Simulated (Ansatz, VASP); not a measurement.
One calculation of BP, two programs

```
B P
1.0
     0.00000    2.26832    2.26832
     2.26832    0.00000    2.26832
     2.26832    2.26832    0.00000
B P
1 1
Direct
  0.00000 0.00000 0.00000
  0.25000 0.25000 0.25000
```

Alike in both runs: task single point; functional PBE; k mesh 8 × 8 × 8; no spin polarisation.

|  | VASP | Ansatz |
| --- | --- | --- |
| version | VASP 6.6.1 | Ansatz 0.2.0 |
| potentials or method | VASP PAW PBE potentials, release 64 (B, P) | plane waves, PAW |
| plane-wave cutoff (eV) | 520 | 420 |
| occupations | gaussian, width 0.01 eV | fixed |
| valence electrons in the cell | 8 | 8 |

|  | VASP | Ansatz | Ansatz less VASP |
| --- | --- | --- | --- |
| gap on the k mesh at the Fermi level (eV) | 1.27 | 1.27 | +0.004 |

A k mesh can miss the band edges. Expect the measured gap to be larger: semilocal functionals such as PBE lack the derivative discontinuity.
